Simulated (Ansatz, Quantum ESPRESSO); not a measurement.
# Evanescent states of BeS, zinc blende type, lattice constant set to 4.796 Å, part 2 of 4

Aim: how fast states decay in the gap of BeS, zinc blende type, lattice constant set to 4.796 Å.

Quantum ESPRESSO 7.5; plane-wave DFT, LDA, GBRV ultrasoft pseudopotentials; cross-check by Ansatz 0.2.0 with PAW datasets.

So far. Step 2 (SCF with pw.x): The run needed 8 iterations to bring the estimated error under 1e-09 Ry.

The structure was built from a prototype and need not be the compound's stable phase.

### 3. Complex bands with pwcond.x

Level of this step: complex band structure by pwcond; plane-wave DFT, LDA, GBRV ultrasoft pseudopotentials (Quantum ESPRESSO).

ikind = 0 solves one period of the crystal for all kz, real and complex, at each energy and k across. ewind and epsproj trim the two-dimensional plane-wave basis; nz1 sets the subslabs.

cbs.in

```
&inputcond
  outdir = './out'
  prefixl = 'scf'
  band_file = 'cbs'
  ikind = 0
  ewind = 4.0
  epsproj = 1e-05
  nz1 = 7
  energy0 = 7.44
  denergy = -0.24
/
4
  0.00000000 0.00000000 1.00000000
  0.50000000 0.00000000 1.00000000
  0.50000000 0.50000000 1.00000000
  0.25000000 0.00000000 1.00000000
40
```

Command:

```console
OMP_NUM_THREADS=1 mpirun -n 2 pwcond.x -in cbs.in > cbs.out
```

Log:

```text
[banner, memory and clock lines left out]
Program PWCOND v.7.5 starts

          URL

     ./out/scf.save/

     IMPORTANT: XC functional enforced from input :
     Exchange-correlation= PZ
                           (   1   1   0   0   0   0   0)
     Any further DFT definition will be discarded
     Please, verify this is what you really want

     Reading collected, re-writing distributed wavefunctions

===== INPUT FILE containing the left lead =====

     GEOMETRY:

     lattice parameter (alat)  =       6.4086  a.u.
     the volume                =     372.2238 (a.u.)^3
     the cross section         =      41.0701 (a.u.)^2
     l of the unit cell        =       1.4142 (alat)
     number of atoms/cell      =            4
     number of atomic types    =            2

     crystal axes: (cart. coord. in units of alat)
               a(1) = (  1.0000  0.0000  0.0000 )
               a(2) = (  0.0000  1.0000  0.0000 )
               a(3) = (  0.0000  0.0000  1.4142 )

   Cartesian axes

     site n.     atom                  positions (alat units)
          1        Be     tau(  1)=(  0.0000  0.0000  1.4142  )
          2        S      tau(  2)=(  0.5000  0.0000  0.3536  )
          3        Be     tau(  3)=(  0.5000  0.5000  0.7071  )
          4        S      tau(  4)=(  0.0000  0.5000  1.0607  )

     nr1s                      =           25
     nr2s                      =           25
     nr3s                      =           40
     nr1sx                     =           25
     nr2sx                     =           25
     nr3sx                     =           40
     nr1                       =           30
     nr2                       =           30
     nr3                       =           45
     nr1x                      =           30
     nr2x                      =           30
     nr3x                      =           45

 _______________________________
  Radii of nonlocal spheres:

     type       ibeta     ang. mom.          radius (alat units)
       Be         1         0                    0.2522
       Be         2         0                    0.2522
       Be         3         0                    0.2522
       Be         4         1                    0.2522
       Be         5         1                    0.2522
       Be         6         2                    0.2522
       S          1         0                    0.2353
       S          2         0                    0.2353
       S          3         1                    0.2353
       S          4         1                    0.2353
       S          5         2                    0.2353
       S          6         2                    0.2353
----- General information -----

----- Complex band structure calculation -----

     nrx                       =           25
     nry                       =           25
     nz1                       =            7

     energy0               =         7.4E+00
     denergy               =        -2.4E-01
     nenergy               =         40
     ecut2d                =         4.0E+01
     ewind                 =         4.0E+00
     epsproj               =         1.0E-05

     number of k_|| points=    4
                       cryst. coord.
        k(    1) = (   0.0000000   0.0000000), wk =   0.2500000
        k(    2) = (   0.5000000   0.0000000), wk =   0.2500000
        k(    3) = (   0.5000000   0.5000000), wk =   0.2500000
        k(    4) = (   0.2500000   0.0000000), wk =   0.2500000
----- Information about left lead -----

     nocros                   =           14
     noins                    =           50
     norb                     =           78
     norbf                    =           78
     nrz                      =           40

      iorb      type   ibeta   ang. mom.   m       position (alat)
        1        1       1        0        1   taunew(   1)=(  0.0000  0.0000  0.0000)
        2        1       2        0        1   taunew(   2)=(  0.0000  0.0000  0.0000)
        3        1       3        0        1   taunew(   3)=(  0.0000  0.0000  0.0000)
        4        1       4        1        1   taunew(   4)=(  0.0000  0.0000  0.0000)
        5        1       4        1        2   taunew(   5)=(  0.0000  0.0000  0.0000)
        6        1       4        1        3   taunew(   6)=(  0.0000  0.0000  0.0000)
        7        1       5        1        1   taunew(   7)=(  0.0000  0.0000  0.0000)
        8        1       5        1        2   taunew(   8)=(  0.0000  0.0000  0.0000)
        9        1       5        1        3   taunew(   9)=(  0.0000  0.0000  0.0000)
       10        1       6        2        1   taunew(  10)=(  0.0000  0.0000  0.0000)
       11        1       6        2        2   taunew(  11)=(  0.0000  0.0000  0.0000)
       12        1       6        2        3   taunew(  12)=(  0.0000  0.0000  0.0000)
       13        1       6        2        4   taunew(  13)=(  0.0000  0.0000  0.0000)
       14        1       6        2        5   taunew(  14)=(  0.0000  0.0000  0.0000)
       15        2       1        0        1   taunew(  15)=(  0.5000  0.0000  0.3536)
       16        2       2        0        1   taunew(  16)=(  0.5000  0.0000  0.3536)
       17        2       3        1        1   taunew(  17)=(  0.5000  0.0000  0.3536)
       18        2       3        1        2   taunew(  18)=(  0.5000  0.0000  0.3536)
       19        2       3        1        3   taunew(  19)=(  0.5000  0.0000  0.3536)
       20        2       4        1        1   taunew(  20)=(  0.5000  0.0000  0.3536)
       21        2       4        1        2   taunew(  21)=(  0.5000  0.0000  0.3536)
       22        2       4        1        3   taunew(  22)=(  0.5000  0.0000  0.3536)
       23        2       5        2        1   taunew(  23)=(  0.5000  0.0000  0.3536)
       24        2       5        2        2   taunew(  24)=(  0.5000  0.0000  0.3536)
       25        2       5        2        3   taunew(  25)=(  0.5000  0.0000  0.3536)
       26        2       5        2        4   taunew(  26)=(  0.5000  0.0000  0.3536)
       27        2       5        2        5   taunew(  27)=(  0.5000  0.0000  0.3536)
       28        2       6        2        1   taunew(  28)=(  0.5000  0.0000  0.3536)
       29        2       6        2        2   taunew(  29)=(  0.5000  0.0000  0.3536)
       30        2       6        2        3   taunew(  30)=(  0.5000  0.0000  0.3536)
       31        2       6        2        4   taunew(  31)=(  0.5000  0.0000  0.3536)
       32        2       6        2        5   taunew(  32)=(  0.5000  0.0000  0.3536)
       33        1       1        0        1   taunew(  33)=(  0.5000  0.5000  0.7071)
[...]
60        2       6        2        1   taunew(  60)=(  0.0000  0.5000  1.0607)
       61        2       6        2        2   taunew(  61)=(  0.0000  0.5000  1.0607)
       62        2       6        2        3   taunew(  62)=(  0.0000  0.5000  1.0607)
       63        2       6        2        4   taunew(  63)=(  0.0000  0.5000  1.0607)
       64        2       6        2        5   taunew(  64)=(  0.0000  0.5000  1.0607)
       65        1       1        0        1   taunew(  65)=(  0.0000  0.0000  1.4142)
       66        1       2        0        1   taunew(  66)=(  0.0000  0.0000  1.4142)
       67        1       3        0        1   taunew(  67)=(  0.0000  0.0000  1.4142)
       68        1       4        1        1   taunew(  68)=(  0.0000  0.0000  1.4142)
       69        1       4        1        2   taunew(  69)=(  0.0000  0.0000  1.4142)
       70        1       4        1        3   taunew(  70)=(  0.0000  0.0000  1.4142)
       71        1       5        1        1   taunew(  71)=(  0.0000  0.0000  1.4142)
       72        1       5        1        2   taunew(  72)=(  0.0000  0.0000  1.4142)
       73        1       5        1        3   taunew(  73)=(  0.0000  0.0000  1.4142)
       74        1       6        2        1   taunew(  74)=(  0.0000  0.0000  1.4142)
       75        1       6        2        2   taunew(  75)=(  0.0000  0.0000  1.4142)
       76        1       6        2        3   taunew(  76)=(  0.0000  0.0000  1.4142)
       77        1       6        2        4   taunew(  77)=(  0.0000  0.0000  1.4142)
       78        1       6        2        5   taunew(  78)=(  0.0000  0.0000  1.4142)
    k slab    z(k)  z(k+1)     crossing(iorb=1,norb)
    1   0.0000 0.0354 0.0354   111111111111110000000000000000000000000000000000000000000000000000000000000000
    2   0.0354 0.0707 0.0354   111111111111110000000000000000000000000000000000000000000000000000000000000000
    3   0.0707 0.1061 0.0354   111111111111110000000000000000000000000000000000000000000000000000000000000000
    4   0.1061 0.1414 0.0354   111111111111111111111111111111110000000000000000000000000000000000000000000000
    5   0.1414 0.1768 0.0354   111111111111111111111111111111110000000000000000000000000000000000000000000000
    6   0.1768 0.2121 0.0354   111111111111111111111111111111110000000000000000000000000000000000000000000000
    7   0.2121 0.2475 0.0354   111111111111111111111111111111110000000000000000000000000000000000000000000000
    8   0.2475 0.2828 0.0354   111111111111111111111111111111110000000000000000000000000000000000000000000000
    9   0.2828 0.3182 0.0354   000000000000001111111111111111110000000000000000000000000000000000000000000000
   10   0.3182 0.3536 0.0354   000000000000001111111111111111110000000000000000000000000000000000000000000000
   11   0.3536 0.3889 0.0354   000000000000001111111111111111110000000000000000000000000000000000000000000000
   12   0.3889 0.4243 0.0354   000000000000001111111111111111110000000000000000000000000000000000000000000000
   13   0.4243 0.4596 0.0354   000000000000001111111111111111111111111111111100000000000000000000000000000000
   14   0.4596 0.4950 0.0354   000000000000001111111111111111111111111111111100000000000000000000000000000000
   15   0.4950 0.5303 0.0354   000000000000001111111111111111111111111111111100000000000000000000000000000000
   16   0.5303 0.5657 0.0354   000000000000001111111111111111111111111111111100000000000000000000000000000000
   17   0.5657 0.6010 0.0354   000000000000001111111111111111111111111111111100000000000000000000000000000000
   18   0.6010 0.6364 0.0354   000000000000000000000000000000001111111111111100000000000000000000000000000000
   19   0.6364 0.6718 0.0354   000000000000000000000000000000001111111111111100000000000000000000000000000000
   20   0.6718 0.7071 0.0354   000000000000000000000000000000001111111111111100000000000000000000000000000000
   21   0.7071 0.7425 0.0354   000000000000000000000000000000001111111111111100000000000000000000000000000000
   22   0.7425 0.7778 0.0354   000000000000000000000000000000001111111111111100000000000000000000000000000000
   23   0.7778 0.8132 0.0354   000000000000000000000000000000001111111111111100000000000000000000000000000000
   24   0.8132 0.8485 0.0354   000000000000000000000000000000001111111111111111111111111111111100000000000000
   25   0.8485 0.8839 0.0354   000000000000000000000000000000001111111111111111111111111111111100000000000000
   26   0.8839 0.9192 0.0354   000000000000000000000000000000001111111111111111111111111111111100000000000000
   27   0.9192 0.9546 0.0354   000000000000000000000000000000001111111111111111111111111111111100000000000000
   28   0.9546 0.9899 0.0354   000000000000000000000000000000001111111111111111111111111111111100000000000000
   29   0.9899 1.0253 0.0354   000000000000000000000000000000000000000000000011111111111111111100000000000000
   30   1.0253 1.0607 0.0354   000000000000000000000000000000000000000000000011111111111111111100000000000000
   31   1.0607 1.0960 0.0354   000000000000000000000000000000000000000000000011111111111111111100000000000000
   32   1.0960 1.1314 0.0354   000000000000000000000000000000000000000000000011111111111111111100000000000000
   33   1.1314 1.1667 0.0354   000000000000000000000000000000000000000000000011111111111111111111111111111111
   34   1.1667 1.2021 0.0354   000000000000000000000000000000000000000000000011111111111111111111111111111111
   35   1.2021 1.2374 0.0354   000000000000000000000000000000000000000000000011111111111111111111111111111111
   36   1.2374 1.2728 0.0354   000000000000000000000000000000000000000000000011111111111111111111111111111111
   37   1.2728 1.3081 0.0354   000000000000000000000000000000000000000000000011111111111111111111111111111111
   38   1.3081 1.3435 0.0354   000000000000000000000000000000000000000000000000000000000000000011111111111111
   39   1.3435 1.3789 0.0354   000000000000000000000000000000000000000000000000000000000000000011111111111111
   40   1.3789 1.4142 0.0354   000000000000000000000000000000000000000000000000000000000000000011111111111111
 ngper, shell number =          137          22
 ngper, n2d =          137         100
---  E-Ef =    7.4400000  k =    0.0000000   0.0000000
---  ie =          1  ik =          1
 Nchannels of the left tip =            2
 Right moving states:
   k1(2pi/a)   k2(2pi/a)   E-Ef (eV)
   0.3677830   0.0000000   7.4400000
   0.3677830   0.0000000   7.4400000
 Left moving states:
   k1(2pi/a)   k2(2pi/a)   E-Ef (eV)
  -0.3677834  -0.0000000   7.4400000
  -0.3677834  -0.0000000   7.4400000

---  E-Ef =    7.2000000  k =    0.0000000   0.0000000
---  ie =          2  ik =          1
 Nchannels of the left tip =            4
 Right moving states:
   k1(2pi/a)   k2(2pi/a)   E-Ef (eV)
   0.2750810   0.0000000   7.2000000
   0.3395988   0.0000000   7.2000000
   0.3395988   0.0000000   7.2000000
  -0.3864376   0.0000000   7.2000000
 Left moving states:
   k1(2pi/a)   k2(2pi/a)   E-Ef (eV)
  -0.2750835  -0.0000000   7.2000000
  -0.3395992  -0.0000000   7.2000000
  -0.3395992  -0.0000000   7.2000000
   0.3864400  -0.0000000   7.2000000
[... further energies and points left out ...]
---  E-Ef =   -1.6800000  k =    0.2500000   0.0000000
---  ie =         39  ik =          4
 Nchannels of the left tip =            2
 Right moving states:
   k1(2pi/a)   k2(2pi/a)   E-Ef (eV)
   0.4168622   0.0000000  -1.6800000
   0.4515699  -0.0000000  -1.6800000
 Left moving states:
   k1(2pi/a)   k2(2pi/a)   E-Ef (eV)
  -0.4168622  -0.0000000  -1.6800000
  -0.4515692   0.0000000  -1.6800000

---  E-Ef =   -1.9200000  k =    0.2500000   0.0000000
---  ie =         40  ik =          4
 Nchannels of the left tip =            2
 Right moving states:
   k1(2pi/a)   k2(2pi/a)   E-Ef (eV)
   0.3251349   0.0000000  -1.9200000
   0.4148319  -0.0000000  -1.9200000
 Left moving states:
   k1(2pi/a)   k2(2pi/a)   E-Ef (eV)
  -0.3251349  -0.0000000  -1.9200000
  -0.4148312   0.0000000  -1.9200000

Note: The following floating-point exceptions are signalling: IEEE_UNDERFLOW_FLAG IEEE_DENORMAL
Note: The following floating-point exceptions are signalling: IEEE_UNDERFLOW_FLAG IEEE_DENORMAL
```

Wall time 62 s (2 MPI ranks of Intel Xeon 6975P-C (Granite Rapids), shared host); peak memory 0.14 GiB.

Read from the output:

```
peak of the smallest κ at the zone centre : 0.337 Å⁻¹
energy of the peak at the zone centre     : 2.16 eV
peak of the smallest κ at (1/2, 0)        : 0.392 Å⁻¹
peak of the smallest κ at (1/4, 0)        : 0.387 Å⁻¹
```

K across = (0, 0) in the cell's reciprocal vectors; values within 0.0025 1/Å of each other count once, columns are sorted by size at each energy, a dash where no further value was kept. The Im kz of the slowest decaying states by energy, zero at the highest filled level of the SCF mesh:

```tsv
energy (eV)	decay 1 (Å⁻¹)	decay 2 (Å⁻¹)	decay 3 (Å⁻¹)
-1.92	0.904	1.88	1.96
-1.68	0.88	1.87	1.95
-1.44	0.856	1.85	1.93
-1.20	0.832	1.83	1.91
-0.96	0.807	1.81	1.90
-0.72	0.782	1.79	1.88
-0.48	0.756	1.77	1.86
-0.24	0.729	1.75	1.85
0.00	0.011	0.014	0.702
0.24	0.143	0.176	0.673
0.72	0.234	0.282	0.612
0.96	0.262	0.314	0.578
1.20	0.285	0.337	0.543
1.44	0.303	0.355	0.504
1.68	0.318	0.368	0.462
1.92	0.329	0.377	0.414
2.16	0.337	0.358	0.383
2.40	0.29	0.344	0.386
2.64	0.193	0.347	0.385
2.88	0.349	0.382	0.923
3.12	0.349	0.376	0.851
3.36	0.347	0.368	0.773
3.60	0.343	0.356	0.69
3.84	0.338	0.342	0.601
4.08	0.324	0.33	0.503
4.32	0.302	0.321	0.393
4.56	0.257	0.276	0.31
4.80	0.243	0.299	1.46
5.28	0.143	0.289	1.43
5.52	0.037	0.32	1.41
5.76	0.081	0.379	1.39
6.00	0.435	1.37	1.40
6.24	0.481	1.35	1.38
6.48	0.518	1.33	1.35
6.72	0.548	1.31	1.32
6.96	0.572	1.29	1.30
7.20	0.592	1.27	1.27
7.44	0.067	0.607	1.25
```

K across = (0, 0) in the cell's reciprocal vectors. Re kz of states that move upwards against energy, zero at the highest filled level of the SCF mesh:

```tsv
energy (eV)	channel 1 (Å⁻¹)	channel 2 (Å⁻¹)	channel 3 (Å⁻¹)	channel 4 (Å⁻¹)
-1.92	-0.498	0.586	0.586	-
-1.44	-0.568	-0.568	-0.412	-
-1.20	-0.496	-0.496	-0.367	-
-0.72	-0.354	-0.354	-0.271	-
-0.48	-0.278	-0.278	-0.216	-
0.00	-	-	-	-
0.24	-	-	-	-
0.72	-	-	-	-
0.96	-	-	-	-
1.44	-	-	-	-
1.92	-	-	-	-
2.16	-	-	-	-
2.64	-	-	-	-
2.88	0.110	-	-	-
3.36	0.351	-	-	-
3.60	0.435	-	-	-
4.08	0.596	-	-	-
4.56	-0.536	-	-	-
4.80	-0.436	0.112	-	-
5.28	-0.191	0.383	-	-
5.52	0.0386	0.0387	0.454	-
6.00	0.0531	0.223	0.223	0.563
6.24	0.134	0.276	0.276	0.610
6.72	-0.611	0.245	0.366	0.366
6.96	-0.564	0.298	0.407	0.407
7.44	0.482	0.482	-	-
```

K across = (1/2, 0) in the cell's reciprocal vectors; values within 0.0025 1/Å of each other count once, columns are sorted by size at each energy, a dash where no further value was kept. The Im kz of the slowest decaying states by energy, zero at the highest filled level of the SCF mesh:

```tsv
energy (eV)	decay 1 (Å⁻¹)	decay 2 (Å⁻¹)	decay 3 (Å⁻¹)
-1.92	0.799	1.57	2.29
-1.68	0.704	1.55	2.28
-1.44	0.561	1.52	2.27
-1.20	0.17	1.50	2.26
-0.96	0.113	0.412	1.47
-0.72	0.184	0.573	1.44
-0.48	0.23	0.647	1.41
-0.24	0.265	0.691	1.39
0.00	0.293	0.72	1.36
0.24	0.316	0.738	1.33
0.72	0.35	0.756	1.27
0.96	0.363	0.759	1.24
1.20	0.373	0.758	1.21
1.44	0.381	0.755	1.18
1.68	0.386	0.749	1.14
1.92	0.39	0.742	1.11
2.16	0.392	0.732	1.08
2.40	0.392	0.72	1.04
2.64	0.39	0.707	1.01
2.88	0.386	0.692	0.969
3.12	0.38	0.676	0.931
3.36	0.372	0.657	0.891
3.60	0.361	0.637	0.85
3.84	0.347	0.615	0.806
4.08	0.33	0.591	0.759
4.32	0.31	0.565	0.71
4.56	0.284	0.536	0.655
4.80	0.252	0.505	0.594
5.28	0.145	0.43	0.434
5.52	0.306	0.385	2.02
5.76	0.331	2.01	-
6.00	0.148	0.265	2.00
6.24	0.149	0.168	1.98
6.48	0.208	1.95	1.99
6.72	0.311	1.93	1.98
6.96	0.358	1.91	1.97
7.20	0.388	1.88	1.96
7.44	0.406	1.86	1.95
```

K across = (1/2, 1/2) in the cell's reciprocal vectors; values within 0.0025 1/Å of each other count once, columns are sorted by size at each energy, a dash where no further value was kept. Table of Im kz of the slowest decaying states by energy, zero at the highest filled level of the SCF mesh:

```tsv
energy (eV)	decay 1 (Å⁻¹)	decay 2 (Å⁻¹)	decay 3 (Å⁻¹)
-1.92	0.315	0.348	2.33
-1.68	0.336	0.38	2.31
-1.44	0.351	0.405	2.30
-1.20	0.362	0.425	2.28
-0.96	0.369	0.441	2.27
-0.72	0.372	0.453	2.25
-0.48	0.372	0.462	2.24
-0.24	0.37	0.468	2.23
0.00	0.366	0.473	2.21
0.24	0.359	0.475	2.20
0.72	0.339	0.473	2.17
0.96	0.326	0.47	2.15
1.20	0.31	0.465	2.14
1.44	0.291	0.458	2.12
1.68	0.269	0.449	2.11
1.92	0.243	0.439	2.09
2.16	0.211	0.427	2.08
2.40	0.171	0.413	2.06
2.64	0.114	0.398	2.04
2.88	0.38	2.02	2.03
3.12	0.36	2.01	2.01
3.36	0.337	1.99	2.00
3.60	0.31	1.97	1.98
3.84	0.28	1.95	1.96
4.08	0.243	1.93	1.95
4.32	0.198	1.92	1.93
4.56	0.135	1.90	1.91
4.80	1.88	1.89	1.97
5.28	1.84	1.86	1.93
5.52	1.82	1.84	1.91
5.76	1.80	1.82	-
6.00	1.78	1.80	1.88
6.24	1.76	1.79	1.86
6.48	0.052	1.74	1.77
6.72	0.076	1.72	1.75
6.96	0.089	1.70	1.73
7.20	0.094	1.68	1.71
7.44	0.094	1.65	1.69
```

K across = (1/4, 0) in the cell's reciprocal vectors; values within 0.0025 1/Å of each other count once, columns are sorted by size at each energy, a dash where no further value was kept. The Im kz of the slowest decaying states by energy, zero at the highest filled level of the SCF mesh:

```tsv
energy (eV)	decay 1 (Å⁻¹)	decay 2 (Å⁻¹)	decay 3 (Å⁻¹)
-1.92	0.104	1.22	1.52
-1.68	0.11	1.20	1.5
-1.20	1.14	1.45	1.84
-0.96	1.11	1.43	1.82
-0.72	1.08	1.41	1.8
-0.24	0.029	0.196	1.02
0.00	0.235	0.242	0.995
0.24	0.277	0.322	0.964
0.72	0.326	0.428	0.901
0.96	0.343	0.465	0.868
1.20	0.357	0.495	0.835
1.68	0.377	0.541	0.764
1.92	0.382	0.559	0.727
2.16	0.386	0.574	0.687
2.64	0.386	0.596	0.601
2.88	0.383	0.553	0.604
3.36	0.371	0.44	0.615
3.60	0.361	0.369	0.619
3.84	0.278	0.348	0.62
4.32	0.313	0.619	0.728
4.56	0.289	0.613	0.682
4.80	0.259	0.594	0.645
5.28	0.16	0.483	0.619
5.52	0.405	0.612	0.978
5.76	0.107	0.306	0.605
6.24	0.095	0.133	0.589
6.48	0.106	0.579	0.656
6.72	0.215	0.557	0.569
7.20	0.217	0.297	0.52
7.44	0.192	0.532	0.709
```

The program's own clock; routines nest. Time by routine:

```tsv
routine	wall time (s)	calls
PWCOND	61.31	1
scatter_forw	40.6	160
compbs	19.76	160
compbs_2	18.68	160
local	0.56	4
init	0.38	1
poten	0.06	1
```

(Continued in part 3 of 4.)

[Logs are printed without paths, hosts, clocks, repeated set-up lines and the standing remarks that a program may print on its own settings, such as how far it seeks lower states.]

[Hosts, paths, dates, database ids (printed as entryN), source tags and the programs' standing remarks are cut or masked in the printed files.]

[Maps of the electrostatic potential energy from Ansatz leave out the sawtooth potential of an applied field or a dipole correction, so their vacuum need not be flat; planar profiles and work functions include it.]
